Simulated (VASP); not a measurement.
Input of a VASP 6.6.1 run:

INCAR

```
SYSTEM = K
PREC = Accurate
ENCUT = 520
EDIFF = 1E-6
ISMEAR = 0
SIGMA = 0.1
LREAL = .False.
LASPH = .True.
NELM = 100
ALGO = Normal
ISIF = 2
LWAVE = .False.
LCHARG = .False.
GGA = PS
NBANDS = 10
```

KPOINTS

```
Automatic mesh
0
Gamma
  12 12 12
  0 0 0
```

POSCAR

```
K
1.0
    0.0000000000      3.2896323672      3.2896323672
    3.2896323672      0.0000000000      3.2896323672
    3.2896323672      3.2896323672      0.0000000000
K
1
Direct
    0.0000000000      0.0000000000      0.0000000000
```

Potentials or basis: VASP PAW PBE potentials, release 64 (K_sv).

Command:

```sh
$ cat potpaw_PBE.64/K_sv/POTCAR > POTCAR
$ mpirun -np 1 vasp_std > vasp.out
```

(1) Estimate the pressure.

(2) What does it give for the band gap on the k mesh?

Results:

(1) 0.0 GPa.

(2) none (metal or under the smearing width).

Caveat: the PAW data sets were made with another functional, which shifts forces and pressure a little.
